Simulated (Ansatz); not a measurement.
# GePt (model cell, started as wurtzite): following an unstable mode, part 3 of 3

Aim: this structure of GePt (model cell, started as wurtzite) is to be tested for unstable modes, and one is followed downhill.

Ansatz 0.2.0; DFT PBE, scalar-relativistic, plane waves, PAW.

So far. Step 5 (Energy along the mode, all amplitudes (two of the runs …): The lowest of the steps tried is at 0.14 Å, 1.05 meV/atom below the parent; the bottom of the well need not coincide with a step. Step 7 (The new phase in its own primitive cell): The largest force component left is 0.85 meV/Å and the pressure is 0.000 GPa, within the tolerances set. The cell now holds 18.92 Å³/atom. The relaxed cell has a, b, c = 3.557, 6.559, 6.489 Å (conventional setting).

The structure was built from a prototype and need not be the compound's stable phase.

## (8) Modes of the new phase, k-mesh 10×6×6

A relaxed structure may still be a saddle point, so its zone-centre modes are computed. No field response is asked, since the mesh shows no gap.

input.yaml

```yaml
crystal:
  lattice:
    - [3.5567272236, 0.0, 0.0]
    - [0.0, 6.5585415187, 0.0]
    - [0.0, 0.0, 6.4888112876]
  atoms:
    - { symbol: Pt, position: [0.5, 0.7259623868, 0.9275339416] }
    - { symbol: Pt, position: [0.0, 0.3169931253, 0.0538989093] }
    - { symbol: Pt, position: [0.0, 0.6830068747, 0.5538989093] }
    - { symbol: Pt, position: [0.5, 0.2740376132, 0.4275339416] }
    - { symbol: Ge, position: [0.5, 0.9320265588, 0.5825078504] }
    - { symbol: Ge, position: [0.0, 0.3320220711, 0.6860592987] }
    - { symbol: Ge, position: [0.0, 0.6679779289, 0.1860592987] }
    - { symbol: Ge, position: [0.5, 0.0679734412, 0.0825078504] }
kpoints:
  mp_grid: { grid: [10, 6, 6] }
hamiltonian:
  xc: pbe
scf:
  occupations: { method: methfessel_paxton, width: 0.2 }
output:
  eigenvalues: true
phonons:
  method: dfpt
```

The run is started by

```
> ansatz run input.yaml --threads 4 --pin off --max-ram 7168MiB --backend cpu --events-out ev --progress --plain --runs-dir out
```

Numbers of over 12 decimals in the logs are rounded to 6 here.

Output:

```text
zone centre: on kpoints.mp_grid the ground state, and the responses unless they are solved on pairs of k-points, stand on 120 of the mesh's 360 k-points, reduced under 2 symmetry operations, with k and −k counted as one. Each operation leaves every solved displacement unchanged or reverses it
[...]
Crystal: 8 atoms, lattice volume = 151.364 Å³
Basis set: ecut = 420 eV, 2943 PW (Γ), exchange–correlation on 48×90×96 points (8 copies of the dense FFT grid, shifted against one another)
Bands: 77, of which v1, the nominal top of the filled ones, is band 64 counted from 1 (63 counted from 0)
Symmetry: 4 space group operations
k-points: 120 of 360 (irreducible under 2 space group operations, time reversal used)
[...]
SCF iter   1: F=—  HF=-67274.517005 eV  |F-HF|=—  |Δ(HF+E_count)|=         —  Δρ=4.54e-3  dr2=2.08e-2  ethr=1.77e-3  ⟨swp⟩=5.1  Hψ=30378  notcnv=0
[...]
SCF iter  13: F=-67274.520407 eV  HF=-67274.520407 eV  |F-HF|=1.46e-11  |Δ(HF+E_count)|=  1.46e-11  S|Δr|=    0.00e0  Δρ=3.62e-8  dr2=2.63e-12  ethr=1.00e-12  ⟨swp⟩=9.4  Hψ=42089  notcnv=0
SCF 1 converged in 13 iterations: F = -67274.520407 eV  dr2 = 2.63e-12
[...]
DFPT response loops at Γ: preconditioner auto → Kerker (q_TF=auto, 2.653 Å⁻¹) (partly filled bands, converged f_vac=0.009); β = 1.00, the filter's whole step (`scf.mixing.beta` (0.50) is not read by the response loops under this deck's `scf.mixing.preconditioner`; to damp them name `kerker` or `kerker_dos`, under which they read `scf.mixing.beta`, and type it under 1.00, their step now; both keys bind the ground state too); Broyden in place of MSR1
SCF converged after 13 iterations
[...]
Free energy (F): -67274.520407 eV
[...]
Internal energy: -67274.526302 eV  (E = F + TS)
E sigma→0 (E₀):  -67274.521881 eV
Entropy (-TS):   0.005896 eV (0.737 meV/atom)
Fermi energy:    14.448311 eV
[...]
--- Band table (eV; the first three rows and the last of 120) ---
  k-point 0: bands = [... 60 lower, 11.9823, 12.0916, 12.9882, 13.1498, 15.3601, 15.3626, 18.2538, 18.2645, ... 9 higher]
  k-point 1: bands = [... 60 lower, 12.0305, 12.0585, 13.0544, 13.4816, 15.6132, 15.6379, 17.5229, 18.1448, ... 9 higher]
  k-point 2: bands = [... 60 lower, 12.2419, 12.7051, 13.0047, 14.3872, 16.2207, 16.3161, 16.3909, 17.6560, ... 9 higher]
  k-point 119: bands = [... 60 lower, 12.3309, 12.3309, 12.5886, 12.5886, 15.9909, 15.9909, 16.2320, 16.2320, ... 9 higher]
--- Phonons (Γ-DFPT): 12 representative perturbations + reference, on 120 of 360 k-points (Σ response iterations 48) ---
  k mesh reduced under 2 symmetry operations, with k and −k counted as one. Each operation leaves every solved displacement unchanged or reverses it
  ASR residual: 6.375e-5 → 0.000e0 eV/Å²; symmetrization residual: 1.912e-5 eV/Å²
  ASR residual per site (eV/Å²): 6.37e-5 3.26e-5 3.26e-5 6.37e-5 6.00e-5 1.53e-5 1.53e-5 6.00e-5
  Γ frequencies (cm⁻¹): 0.00 0.00 0.00 20.81 45.41 53.28 56.51 58.08 85.76 93.24 113.45 129.33 134.89 155.91 168.81 170.31 192.13 195.62 205.98 209.93 252.42 265.63 276.46 281.75
  non-analytic LO–TO correction: not included (Born effective charges unavailable; polar crystals: no LO–TO splitting at Γ)
```

Elapsed: 12 min, on 4 threads of Arm Neoverse V1, shared host; peak memory 3.9 GiB.

Numbers from this step:

```
sum-rule residual before enforcement                    : 6.37e-5 eV/Å²
point group                                             : mm2
highest optical mode at the zone centre (no LO-TO term) : 281.8 cm⁻¹
lowest optical zone-centre mode                         : 20.81 cm⁻¹
```

Patterns of degenerate modes are one choice out of their space. Modes at Γ, with each element's share of the kinetic energy:

| mode | frequency (cm⁻¹) | symmetry | Pt % | Ge % |
| --- | --- | --- | --- | --- |
| 1 | 0.0 | acoustic | 73 | 27 |
| 2 | 0.0 | acoustic | 73 | 27 |
| 3 | 0.0 | acoustic | 73 | 27 |
| 4 | 20.8 | A2 | 70 | 30 |
| 5 | 45.4 | B2 | 78 | 22 |
| 6 | 53.3 | A2 | 71 | 29 |
| 7 | 56.5 | A1 | 73 | 27 |
| 8 | 58.1 | B1 | 73 | 27 |
| 9 | 85.8 | B2 | 75 | 25 |
| 10 | 93.2 | A1 | 74 | 26 |
| 11 | 113.5 | A1 | 61 | 39 |
| 12 | 129.3 | A1 | 63 | 37 |
| 13 | 134.9 | B2 | 97 | 3 |
| 14 | 155.9 | B2 | 21 | 79 |
| 15 | 168.8 | B1 | 28 | 72 |
| 16 | 170.3 | A2 | 31 | 69 |
| 17 | 192.1 | A1 | 27 | 73 |
| 18 | 195.6 | B2 | 35 | 65 |
| 19 | 206.0 | A2 | 27 | 73 |
| 20 | 209.9 | B1 | 26 | 74 |
| 21 | 252.4 | A1 | 11 | 89 |
| 22 | 265.6 | B2 | 8 | 92 |
| 23 | 276.5 | A1 | 19 | 81 |
| 24 | 281.8 | B2 | 13 | 87 |

Displacements in mode 4 (20.8 cm⁻¹), the largest set to 1:
```
Pt1 -0.93  0.00  0.00
Pt2  0.30  0.00  0.00
Pt3 -0.30  0.00  0.00
Pt4  0.93  0.00  0.00
Ge5 -0.26  0.00  0.00
Ge6  1.00  0.00  0.00
Ge7 -1.00  0.00  0.00
Ge8  0.26  0.00  0.00
```

Displacements in mode 19 (206.0 cm⁻¹), the largest set to 1:
```
Pt1  0.00  0.00  0.00
Pt2 -0.37  0.00  0.00
Pt3  0.37  0.00  0.00
Pt4  0.00  0.00  0.00
Ge5 -1.00  0.00  0.00
Ge6  0.03  0.00  0.00
Ge7 -0.03  0.00  0.00
Ge8  1.00  0.00  0.00
```

Before it was imposed, the acoustic sum rule was missed by 6.4e-5 eV/Å². Small misses are needed for a sound result but don't prove that mesh and cutoff are converged. The lowest optical mode is real, 20.8 cm⁻¹.

## (9) What came out

- unstable mode of the parent: q = (0, -0.5, 0), 22i cm⁻¹
- depth at the lowest point sampled: 1.05 meV/atom
- largest atomic shift at that point: 0.14 Å
- space group reached (within 0.01 Å): Pmc2_1
- energy gained over the parent (first relaxation, on the mesh of the frozen mode): 119 meV/atom
- volume per atom, phase reached: 18.9 Å³
- lowest optical zone-centre mode, phase reached: 20.8 cm⁻¹
- highest optical mode at the zone centre (no LO-TO term), phase reached: 282 cm⁻¹

**Reading.** Along this mode the structure falls into Pmc2_1, 119 meV/atom below the parent. At the parent's cell the well is 1.047 meV/atom deep on the steps tried, with its lowest point at a shift of 0.14 Å. Relaxing atoms and cell changes the gain by +118.07 meV/atom against the lowest step (energies at zero smearing). Most of the total comes from this relaxation. The new phase has no imaginary mode at the zone centre of its cell; other wavevectors were not checked. Each path keeps the symmetry of its pattern, so a lower phase may lie along a pattern not tried. The q mesh stands for a supercell only 7.9 Å across, so branches between the solved wavevectors are rough. With no gap, or one that is small against the smearing, the frequencies hang on the k mesh and the smearing, most of all near Kohn anomalies. Spin-orbit coupling is left out, which can matter for the heavy elements here. A phonon run warned that its eigensolver left some bands unconverged in a pass. The starting cell was built on a prototype and not taken from a measurement, so the phase need not exist.

[Logs are printed without paths, hosts, clocks, repeated set-up lines and the standing remarks that a program may print on its own settings, such as how far it seeks lower states.]

[Hosts, paths, dates, database ids (printed as entryN), source tags and the programs' standing remarks are cut or masked in the printed files.]
